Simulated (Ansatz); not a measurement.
**SiO2: excitons and shallow donors from band masses and screening**

The calculation used DFT PBE, scalar-relativistic, plane waves, PAW (Ansatz).

Settings: cutoff 420 eV, Γ-centred mesh 6×6×4 on the computed 9-atom cell, Gaussian smearing of 0.02 eV; no spin polarisation.

Relaxed cell: P6_422, a = 5.105 Å, b = 5.105 Å, c = 5.585 Å, α = 90.00°, β = 90.00°, γ = 120.00°, 9 atoms in the primitive cell. This form isn't the usual stable structure of the compound.

The calculation gives a Kohn–Sham gap of 5.54 eV, an electron mass of 0.52 mₑ and a hole mass of 2.87 mₑ (harmonic means over x, y, z and over the bands degenerate at each edge), and ε∞ = 2.46 (independent particles, mean of the diagonal). Masses and screening differ among the axes, which the isotropic model averages.

Question: Estimate the binding energy and radius of a Wannier–Mott exciton and of a shallow donor, and say whether the hydrogenic model can hold.

Answer: The reduced mass is μ = mₙmₕ/(mₙ + mₕ) = 0.44 mₑ, with mₙ and mₕ the band masses. With E_b = 13.606 eV × μ/ε² and a = 0.529 Å × ε/μ (μ in mₑ) the exciton has E_b = 989 meV and a = 3.0 Å. For a donor μ is the electron mass: 1168 meV and 2.5 Å. The radius isn't large against the shortest lattice vector (5.11 Å), so the continuum picture is doubtful and the numbers are only a scale. In a polar crystal the ions screen too, so a state bound more weakly than an optical phonon feels the larger static constant, which lowers the energy and widens the orbit. The other way, the small Kohn–Sham gap and the missing local fields make ε∞ too large and the masses tend to be too light, which underbinds. The edges lie at different points of the zone, so the exciton is indirect.